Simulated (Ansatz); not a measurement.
**The perfect armchair BP nanoribbon (N = 6, H edges)**

Wanted: the relaxed geometry and the bands of the armchair BP nanoribbon (N = 6, H edges).

Calculated with Ansatz 0.2.0; DFT PBE, plane waves, PAW; relaxation of a wire's period, in the first sound run; inputs show where later runs differ.

Most raw output is cut from this account.

## Step 1: Starting point

The cell holds 16 atoms: 6 B, 6 P and 4 H. Its edges and angles: a = 17.444 Å, b = 7.000 Å, c = 5.580 Å, α = 90.0°, β = 90.0°, γ = 90.0°. Vacuum lies along a and b. The structure's axis is c.

## Step 2: Relaxing the period

Band widths follow the bond lengths, so the wire is relaxed first. The atoms and the third cell vector are free; the box across stays fixed as vacuum. A Fermi-Dirac smearing is set since the result may be a metal. The pressure printed is a third of the stress's trace over the whole box, vacuum included; only the stress along the axis is relaxed.

The input, input.yaml:

```yaml
crystal:
  lattice:
    - [17.444, 0.0, 0.0]
    - [0.0, 7.0, 0.0]
    - [0.0, 0.0, 5.58]
  atoms:
    - { symbol: B, position: [0.26915358, 0.5, 0.0] }
    - { symbol: B, position: [0.453836824, 0.5, 0.0] }
    - { symbol: B, position: [0.638520068, 0.5, 0.0] }
    - { symbol: P, position: [0.26915358, 0.5, 0.333333333] }
    - { symbol: P, position: [0.453836824, 0.5, 0.333333333] }
    - { symbol: P, position: [0.638520068, 0.5, 0.333333333] }
    - { symbol: H, position: [0.787954628, 0.5, 0.396953405] }
    - { symbol: H, position: [0.200642055, 0.5, 0.456989247] }
    - { symbol: B, position: [0.361495202, 0.5, 0.5] }
    - { symbol: B, position: [0.546178446, 0.5, 0.5] }
    - { symbol: B, position: [0.73086169, 0.5, 0.5] }
    - { symbol: P, position: [0.361495202, 0.5, 0.833333333] }
    - { symbol: P, position: [0.546178446, 0.5, 0.833333333] }
    - { symbol: P, position: [0.73086169, 0.5, 0.833333333] }
    - { symbol: H, position: [0.212060642, 0.5, 0.896953405] }
    - { symbol: H, position: [0.799373215, 0.5, 0.956989247] }
kpoints:
  mp_grid: { grid: [1, 1, 15] }
scf:
  occupations: { method: fermi_dirac, width: 0.05 }
hamiltonian:
  xc: pbe
relax:
  cell: { fix: [a, b, alpha, beta, gamma] }
  max_steps: 45
  f_tol: 0.03
```

Launch:

```console
$ ansatz run input.yaml --threads 4 --pin off --max-ram 16384MiB --backend cpu --events-out ev --progress --plain --runs-dir out
```

Run time: 18 s. Hardware: 4 threads of Intel Xeon Platinum 8488C (Sapphire Rapids), shared host; peak memory 1.1 GiB.

Relaxation path:

```tsv
step	energy less that of the first step (eV)	largest force component (eV/Å)	pressure (GPa)	volume (Å³)
1	0.0000	1.3444	0.00	681.36
2	-0.1610	0.5260	0.00	683.60
3	-0.1840	0.0383	0.09	682.55
4	-0.1842	0.0055	0.10	682.58
5*	-0.1845	0.0056	0.10	682.58
```

Relaxation steps marked * repeat the geometry before them on a plane-wave basis chosen anew for their cell, so energy and pressure can jump there.

The run keeps the 4 symmetry operations that it works with, so distortions that break them were not tested.

```tsv
cell as run	before	after	change
c (Å)	5.580	5.590	+0.2 %
```

The atoms that moved most (Å, along periodic axes as changes of fractional coordinates times the final cell, across vacuum about the mean position):

```tsv
atom	dx	dy	dz	length
P4	0.080	0.000	-0.047	0.093
P14	-0.080	0.000	-0.047	0.093
H8	0.058	0.000	-0.026	0.064
H16	-0.058	0.000	-0.026	0.064
H7	0.049	0.000	0.009	0.049
H15	-0.049	0.000	0.009	0.049
B3	-0.016	0.000	0.018	0.024
B9	0.016	0.000	0.018	0.024
```

Final coordinates:

```cif
data_structure
_symmetry_space_group_name_H-M 'P 1'
_symmetry_Int_Tables_number 1
_cell_length_a 17.4440
_cell_length_b 7.0000
_cell_length_c 5.5899
_cell_angle_alpha 90.000
_cell_angle_beta 90.000
_cell_angle_gamma 90.000
_cell_volume 682.58
loop_
_atom_site_label
_atom_site_type_symbol
_atom_site_fract_x
_atom_site_fract_y
_atom_site_fract_z
_atom_site_occupancy
B1 B 0.26950 0.50000 0.00048 1
B2 B 0.45364 0.50000 0.00240 1
B3 B 0.63760 0.50000 0.00320 1
P4 P 0.27372 0.50000 0.32490 1
P5 P 0.45408 0.50000 0.33508 1
P6 P 0.63845 0.50000 0.33702 1
H7 H 0.79074 0.50000 0.39849 1
H8 H 0.20397 0.50000 0.45236 1
B9 B 0.36242 0.50000 0.50320 1
B10 B 0.54637 0.50000 0.50240 1
B11 B 0.73051 0.50000 0.50048 1
P12 P 0.36156 0.50000 0.83702 1
P13 P 0.54594 0.50000 0.83508 1
P14 P 0.72630 0.50000 0.82490 1
H15 H 0.20928 0.50000 0.89849 1
H16 H 0.79605 0.50000 0.95236 1
```

Numbers from this step:

- cell length along the wire: 5.590 Å

The cell's length comes to 5.590 Å with spin left out.

## Step 3: Bands of the perfect wire

This step: DFT PBE, plane waves, PAW; bands of a perfect wire (Ansatz 0.2.0).

At the relaxed period the bands are computed along the axis; those that cross an energy going forward count the channels that a perfect wire would open there.

The input, input.yaml:

```yaml
crystal:
  lattice:
    - [17.444, 0.0, 0.0]
    - [0.0, 7.0, 0.0]
    - [0.0, 0.0, 5.5899472288]
  atoms:
    - { symbol: B, position: [0.269502243, 0.5, 0.000484115] }
    - { symbol: B, position: [0.453643605, 0.5, 0.002398248] }
    - { symbol: B, position: [0.637597259, 0.5, 0.003203729] }
    - { symbol: P, position: [0.273717457, 0.5, 0.324901483] }
    - { symbol: P, position: [0.454075821, 0.5, 0.335080841] }
    - { symbol: P, position: [0.63845057, 0.5, 0.33702292] }
    - { symbol: H, position: [0.790737743, 0.5, 0.398491393] }
    - { symbol: H, position: [0.203967256, 0.5, 0.452359923] }
    - { symbol: B, position: [0.362418011, 0.5, 0.503203729] }
    - { symbol: B, position: [0.546371665, 0.5, 0.502398248] }
    - { symbol: B, position: [0.730513027, 0.5, 0.500484115] }
    - { symbol: P, position: [0.3615647, 0.5, 0.83702292] }
    - { symbol: P, position: [0.545939449, 0.5, 0.835080841] }
    - { symbol: P, position: [0.726297813, 0.5, 0.824901483] }
    - { symbol: H, position: [0.209277527, 0.5, 0.898491393] }
    - { symbol: H, position: [0.796048014, 0.5, 0.952359923] }
kpoints:
  mp_grid: { grid: [1, 1, 15] }
  band_path: { path: ["Γ", Z], npoints: 90 }
scf:
  occupations: { method: fermi_dirac, width: 0.05 }
hamiltonian:
  xc: pbe
output:
  dos: { e_range: [-5, 4] }
  write_potential: true
  write_density: true
  volumetric_format: npy
```

The job ended after 28 s (4 threads; peak memory 1.9 GiB; 1.8 min of CPU time).

This step gave:

* band gap: 1.165 eV

Electronic bands along the path, in eV, zero at the Fermi level:

```tsv
point	band 23	band 24	band 25	band 26	band 27	band 28	band 29	band 30
Γ	-2.41	-1.24	-1.07	-0.58	0.58	0.97	1.23	2.90
halfway	-2.24	-2.15	-1.52	-1.25	1.19	1.55	2.21	2.44
Z	-2.62	-2.62	-1.73	-1.73	1.54	1.54	2.72	2.72
```

The gap is 1.17 eV, with spin left out.

The path shows a direct gap of 1.17 eV (valence top at Γ, conduction bottom at Γ).

## Step 4: At a strained period, period over the relaxed period 0.96, k-mesh 1×1×12

This step: DFT PBE, plane waves, PAW; relaxation at a fixed period (Ansatz 0.2.0).

The period is set to 0.96 times the relaxed one and the atoms relax within it: strain changes bond lengths and angles, which shifts the bands against each other. Against the first PBE run of this kind, the mesh along the wire has 12 points against 15.

The cell differs from the one that the last finished run ended in (c 5.590 → 5.366 Å).

Edit input.yaml of step 3 so:

```diff
@@ -4,3 +4,3 @@
     - [0.0, 7.0, 0.0]
-    - [0.0, 0.0, 5.5899472288]
+    - [0.0, 0.0, 5.3663493396]
   atoms:
@@ -23,3 +23,3 @@
 kpoints:
-  mp_grid: { grid: [1, 1, 15] }
+  mp_grid: { grid: [1, 1, 12] }
   band_path: { path: ["Γ", Z], npoints: 90 }
@@ -29,6 +29,6 @@
   xc: pbe
+relax:
+  max_steps: 40
+  f_tol: 0.02
 output:
-  dos: { e_range: [-5, 4] }
-  write_potential: true
-  write_density: true
-  volumetric_format: npy
+  stress: true
```

The job ended after 32 s (4 threads; peak memory 1.9 GiB; 2.1 min of CPU time).

The steps of the relaxation:

```tsv
step	energy less that of the first step (eV)	largest force component (eV/Å)
1	0.0000	1.0839
2	-0.1281	0.5385
3	-0.1693	0.0501
4	-0.1696	0.0109
```

The run keeps the 4 symmetry operations that it works with, so distortions that break them were not tested.

The atoms that moved most (Å):

```tsv
atom	dx	dy	dz	length
H8	-0.028	0.000	0.106	0.109
H16	0.028	0.000	0.106	0.109
H7	0.043	0.000	-0.095	0.104
H15	-0.043	0.000	-0.095	0.104
B11	0.070	0.000	-0.029	0.076
B1	-0.070	0.000	-0.029	0.076
P14	0.064	0.000	0.021	0.067
P4	-0.064	0.000	0.021	0.067
```

Final coordinates:

```xyz
16
Lattice="17.4440 0.0000 0.0000 0.0000 7.0000 0.0000 0.0000 0.0000 5.3663" Properties=species:S:1:pos:R:3
B     4.6315    3.5000   -0.0267
B     7.9008    3.5000   -0.0017
B    11.1501    3.5000   -0.0005
P     4.7109    3.5000    1.7648
P     7.9139    3.5000    1.8120
P    11.1698    3.5000    1.8243
H    13.8367    3.5000    2.0437
H     3.5304    3.5000    2.5331
B     6.2942    3.5000    2.6826
B     9.5434    3.5000    2.6814
B    12.8128    3.5000    2.6565
P     6.2744    3.5000    4.5074
P     9.5304    3.5000    4.4951
P    12.7334    3.5000    4.4480
H     3.6075    3.5000    4.7269
H    13.9138    3.5000    5.2163
```

This step gave:

* band gap: 1.044 eV

Electronic bands along the path, in eV, zero at the Fermi level:

```tsv
point	band 23	band 24	band 25	band 26	band 27	band 28	band 29	band 30
Γ	-2.37	-1.27	-1.10	-0.52	0.52	1.00	1.27	2.48
halfway	-2.43	-2.15	-1.55	-1.40	1.10	1.50	2.34	2.36
Z	-2.74	-2.74	-1.89	-1.89	1.39	1.39	2.86	2.86
```

The gap is 1.04 eV, against 1.17 eV under PBE at the relaxed period.

## Step 5: Strain along the wire, period over the relaxed period 0.98, k-mesh 1×1×11

The period is set to 0.98 times the relaxed one and the atoms relax within it: strain changes bond lengths and angles, which shifts the bands against each other. Against the first PBE run of this kind, the mesh along the wire has 11 points against 15.

The cell differs from the one that the last finished run ended in (c 5.366 → 5.478 Å).

Edit input.yaml of step 4 so:

```diff
@@ -4,3 +4,3 @@
     - [0.0, 7.0, 0.0]
-    - [0.0, 0.0, 5.3663493396]
+    - [0.0, 0.0, 5.4781482842]
   atoms:
@@ -23,3 +23,3 @@
 kpoints:
-  mp_grid: { grid: [1, 1, 12] }
+  mp_grid: { grid: [1, 1, 11] }
   band_path: { path: ["Γ", Z], npoints: 90 }
```

It took 33 s on 4 threads; peak memory 1.9 GiB; 2.1 min of CPU time.

Step by step:

```tsv
step	energy less that of the first step (eV)	largest force component (eV/Å)
1	0.0000	0.4767
2	-0.0299	0.2398
3	-0.0388	0.0206
4	-0.0389	0.0038
```

The run keeps the 4 symmetry operations that it works with, so distortions that break them were not tested.

The atoms that moved most (Å):

```tsv
atom	dx	dy	dz	length
H8	-0.012	0.000	0.055	0.056
H16	0.012	0.000	0.055	0.056
H15	-0.021	0.000	-0.049	0.053
H7	0.021	0.000	-0.049	0.053
B11	0.035	0.000	-0.015	0.038
B1	-0.035	0.000	-0.015	0.038
P14	0.031	0.000	0.011	0.033
P4	-0.031	0.000	0.011	0.033
```

The relaxed structure:

```cif
data_structure
_symmetry_space_group_name_H-M 'P 1'
_symmetry_Int_Tables_number 1
_cell_length_a 17.4440
_cell_length_b 7.0000
_cell_length_c 5.4781
_cell_angle_alpha 90.000
_cell_angle_beta 90.000
_cell_angle_gamma 90.000
_cell_volume 668.93
loop_
_atom_site_label
_atom_site_type_symbol
_atom_site_fract_x
_atom_site_fract_y
_atom_site_fract_z
_atom_site_occupancy
B1 B 0.26752 0.50000 0.99776 1
B2 B 0.45328 0.50000 0.00115 1
B3 B 0.63834 0.50000 0.00161 1
P4 P 0.27193 0.50000 0.32686 1
P5 P 0.45390 0.50000 0.33623 1
P6 P 0.63936 0.50000 0.33836 1
H7 H 0.79195 0.50000 0.38961 1
H8 H 0.20326 0.50000 0.46236 1
B9 B 0.36168 0.50000 0.50161 1
B10 B 0.54674 0.50000 0.50115 1
B11 B 0.73250 0.50000 0.49776 1
P12 P 0.36065 0.50000 0.83836 1
P13 P 0.54611 0.50000 0.83623 1
P14 P 0.72809 0.50000 0.82686 1
H15 H 0.20806 0.50000 0.88961 1
H16 H 0.79676 0.50000 0.96236 1
```

The electronic bands at the labelled points (eV, zero at the Fermi level):

```tsv
point	band 23	band 24	band 25	band 26	band 27	band 28	band 29	band 30
Γ	-2.45	-1.21	-1.13	-0.55	0.55	0.98	1.25	2.71
halfway	-2.33	-2.15	-1.54	-1.32	1.15	1.53	2.28	2.40
Z	-2.68	-2.68	-1.81	-1.81	1.47	1.47	2.87	2.87
```

The gap is 1.10 eV, against 1.17 eV under PBE at the relaxed period.

## Step 6: Strain along the wire, period over the relaxed period 1.02, k-mesh 1×1×11

The period is set to 1.02 times the relaxed one and the atoms relax within it: strain changes bond lengths and angles, which shifts the bands against each other. Against the first PBE run of this kind, the mesh along the wire has 11 points against 15.

The cell differs from the one that the last finished run ended in (c 5.478 → 5.702 Å).

Edit input.yaml of step 5 so:

```diff
@@ -4,3 +4,3 @@
     - [0.0, 7.0, 0.0]
-    - [0.0, 0.0, 5.4781482842]
+    - [0.0, 0.0, 5.7017461734]
   atoms:
```

Elapsed: 33 s, on 4 threads; peak memory 2 GiB; 2.2 min of CPU time.

The steps of the relaxation:

```tsv
step	energy less that of the first step (eV)	largest force component (eV/Å)
1	0.0000	0.3499
2	-0.0253	0.1770
3	-0.0317	0.0110
4	-0.0317	0.0111
```

The run keeps the 4 symmetry operations that it works with, so distortions that break them were not tested.

The atoms that moved most (Å):

```tsv
atom	dx	dy	dz	length
H16	-0.012	0.000	-0.054	0.056
H8	0.012	0.000	-0.054	0.056
H15	0.016	0.000	0.053	0.055
H7	-0.016	0.000	0.053	0.055
B1	0.030	0.000	0.015	0.034
B11	-0.030	0.000	0.015	0.034
P14	-0.029	0.000	-0.011	0.031
P4	0.029	0.000	-0.011	0.031
```

The relaxed structure:

```xyz
16
Lattice="17.4440 0.0000 0.0000 0.0000 7.0000 0.0000 0.0000 0.0000 5.7017" Properties=species:S:1:pos:R:3
B     4.7316    3.5000    0.0177
B     7.9170    3.5000    0.0182
B    11.1111    3.5000    0.0243
P     4.8037    3.5000    1.8412
P     7.9240    3.5000    1.9049
P    11.1255    3.5000    1.9144
H    13.7780    3.5000    2.3253
H     3.5702    3.5000    2.5249
B     6.3331    3.5000    2.8752
B     9.5272    3.5000    2.8690
B    12.7127    3.5000    2.8685
P     6.3188    3.5000    4.7653
P     9.5202    3.5000    4.7557
P    12.6406    3.5000    4.6921
H     3.6663    3.5000    5.1761
H    13.8741    3.5000    5.3757
```

The electronic bands at the labelled points (eV, zero at the Fermi level):

```tsv
point	band 23	band 24	band 25	band 26	band 27	band 28	band 29	band 30
Γ	-2.31	-1.29	-0.99	-0.61	0.61	0.96	1.21	2.94
halfway	-2.15	-2.15	-1.50	-1.18	1.22	1.56	2.15	2.47
Z	-2.56	-2.56	-1.66	-1.66	1.60	1.60	2.56	2.56
```

The gap is 1.23 eV, against 1.17 eV under PBE at the relaxed period.

## Step 7: Strain along the wire, period over the relaxed period 1.04, k-mesh 1×1×11

The period is set to 1.04 times the relaxed one and the atoms relax within it: strain changes bond lengths and angles, which shifts the bands against each other. Against the first PBE run of this kind, the mesh along the wire has 11 points against 15.

The cell differs from the one that the last finished run ended in (c 5.702 → 5.814 Å).

Edit input.yaml of step 6 so:

```diff
@@ -4,3 +4,3 @@
     - [0.0, 7.0, 0.0]
-    - [0.0, 0.0, 5.7017461734]
+    - [0.0, 0.0, 5.8135451179]
   atoms:
```

Run time: 34 s. Hardware: 4 threads; peak memory 2 GiB; 2.2 min of CPU time.

The steps of the relaxation:

```tsv
step	energy less that of the first step (eV)	largest force component (eV/Å)
1	0.0000	0.6021
2	-0.0940	0.3090
3	-0.1155	0.0360
4	-0.1156	0.0043
```

The run keeps the 4 symmetry operations that it works with, so distortions that break them were not tested.

The atoms that moved most (Å):

```tsv
atom	dx	dy	dz	length
H16	-0.024	0.000	-0.110	0.113
H8	0.024	0.000	-0.110	0.113
H15	0.034	0.000	0.106	0.111
H7	-0.034	0.000	0.106	0.111
B11	-0.063	0.000	0.029	0.069
B1	0.063	0.000	0.029	0.069
P14	-0.058	0.000	-0.022	0.062
P4	0.058	0.000	-0.022	0.062
```

The relaxed structure:

```cif
data_structure
_symmetry_space_group_name_H-M 'P 1'
_symmetry_Int_Tables_number 1
_cell_length_a 17.4440
_cell_length_b 7.0000
_cell_length_c 5.8135
_cell_angle_alpha 90.000
_cell_angle_beta 90.000
_cell_angle_gamma 90.000
_cell_volume 709.88
loop_
_atom_site_label
_atom_site_type_symbol
_atom_site_fract_x
_atom_site_fract_y
_atom_site_fract_z
_atom_site_occupancy
B1 B 0.27309 0.50000 0.00555 1
B2 B 0.45413 0.50000 0.00379 1
B3 B 0.63634 0.50000 0.00535 1
P4 P 0.27704 0.50000 0.32108 1
P5 P 0.45443 0.50000 0.33339 1
P6 P 0.63703 0.50000 0.33471 1
H7 H 0.78880 0.50000 0.41670 1
H8 H 0.20534 0.50000 0.43338 1
B9 B 0.36367 0.50000 0.50535 1
B10 B 0.54588 0.50000 0.50379 1
B11 B 0.72692 0.50000 0.50555 1
P12 P 0.36298 0.50000 0.83471 1
P13 P 0.54559 0.50000 0.83339 1
P14 P 0.72297 0.50000 0.82108 1
H15 H 0.21121 0.50000 0.91670 1
H16 H 0.79467 0.50000 0.93338 1
```

The gap is 1.29 eV, against 1.17 eV under PBE at the relaxed period.

## Step 8: Strain along the wire, period over the relaxed period 1.06, k-mesh 1×1×11

The period is set to 1.06 times the relaxed one and the atoms relax within it: strain changes bond lengths and angles, which shifts the bands against each other. Against the first PBE run of this kind, the mesh along the wire has 11 points against 15.

The cell differs from the one that the last finished run ended in (c 5.814 → 5.925 Å).

Edit input.yaml of step 7 so:

```diff
@@ -4,3 +4,3 @@
     - [0.0, 7.0, 0.0]
-    - [0.0, 0.0, 5.8135451179]
+    - [0.0, 0.0, 5.9253440625]
   atoms:
```

The job ended after 35 s (4 threads; peak memory 2 GiB).

Electronic bands along the path, in eV, zero at the Fermi level:

```tsv
point	band 23	band 24	band 25	band 26	band 27	band 28	band 29	band 30
Γ	-2.12	-1.40	-0.84	-0.68	0.67	0.97	1.18	2.92
halfway	-2.14	-1.98	-1.46	-1.04	1.27	1.57	2.04	2.52
Z	-2.45	-2.45	-1.51	-1.51	1.69	1.69	2.25	2.25
```

The gap is 1.35 eV, against 1.17 eV under PBE at the relaxed period.

## Step 9: Comparing the runs

Times are for 4 threads of Intel Xeon Platinum 8488C (Sapphire Rapids), shared host. Results by setting:

```tsv
no.	period over the relaxed period	k-mesh	free energy less the lowest (eV)	pressure (GPa)	band gap (eV)	time	memory (GiB)
1	0.96	1×1×12	0.2325	1.308	1.044	32 s	1.9
2	0.98	1×1×11	0.003912	0.6795	1.104	33 s	1.9
3	1.02	1×1×11	0	-0.4505	1.226	33 s	2.0
4	1.04	1×1×11	0.2035	-0.9424	1.288	34 s	2.0
5	1.06	1×1×11	0.5306	-1.403	1.350	35 s	2.0
```

## Step 10: Summary of results

```
cell length, PBE           : 5.590 Å
gap, PBE                   : 1.17 eV
gap, period scaled by 0.96 : 1.04 eV
gap, period scaled by 0.98 : 1.10 eV
gap, period scaled by 1.02 : 1.23 eV
gap, period scaled by 1.04 : 1.29 eV
gap, period scaled by 1.06 : 1.35 eV
```

What this shows: Under PBE the cell's length is 5.59 Å, and a gap of 1.17 eV makes it a semiconductor. Strain matters: under PBE the gap goes from 1.17 eV to 1.04 eV at 0.96 times the period, 1.10 eV at 0.98 times the period, 1.23 eV at 1.02 times the period, 1.29 eV at 1.04 times the period and 1.35 eV at 1.06 times the period.

[Logs are printed without paths, hosts, clocks, repeated set-up lines and the standing remarks that a program may print on its own settings, such as how far it seeks lower states.]

[Hosts, paths, dates, database ids (printed as entryN), source tags and the programs' standing remarks are cut or masked in the printed files.]
